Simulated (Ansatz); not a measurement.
The system is Se.

```xyz
3
Lattice="4.3662 0.0000 0.0000 -2.1831 3.7812 0.0000 0.0000 0.0000 4.9536" Properties=species:S:1:pos:R:3 pbc="T T T"
Se    1.6910    2.9289    0.0000
Se   -0.4921    0.8523    3.3024
Se    0.9841    0.0000    1.6512
```

```yaml
Program: Ansatz 0.2.0
Task: relaxation of cell and atoms
Functional: PBEsol
Dispersion: D4
Potentials_or_basis: Ansatz PAW
Cutoff: "420 eV (not typed: the program's choice for these potentials)"
k_mesh: 7 × 7 × 6
Occupations: fermi-dirac, width 0.05 eV
Spin: no spin polarisation
```

At the start: volume 27.26 Å³/atom.

Problem. How do energy, volume and symmetry change on relaxing?

Solution. It ends after 8 steps and the volume is 22.87 Å³/atom (-16.1 %); space group P3_121 (No. 152, to 0.05 Å).

The path:
```
step  energy change (eV)  largest force (eV/Å)  volume (Å³)
   1              0.0000                0.2832        81.78
   2             -0.0955                0.3032        72.79
   3             -0.1487                0.1855        67.63
   4             -0.1628                0.0528        68.22
   5             -0.1635                0.0029        68.76
   6             -0.1636                0.0043        68.59
   7             -0.1636                0.0010        68.61
   8             -0.1626                0.0008        68.61
```

Final structure:
```
CELL_PARAMETERS angstrom
3.92641 0.00000 0.00000
-1.96320 3.40037 0.00000
0.00000 0.00000 5.13862
ATOMIC_POSITIONS crystal
Se 0.74250 0.74250 0.00000
Se 0.00000 0.25750 0.66667
Se 0.25750 0.00000 0.33333
```

Caveat: the volume moved by over 15 % at a fixed basis, so the end points are rough; the plane-wave basis is chosen anew once the cell has moved, so the energies of steps on either side of that aren't comparable; the PAW data sets come from PBE, with cores solved anew for the run's functional, which leaves a small shift of forces and pressure.
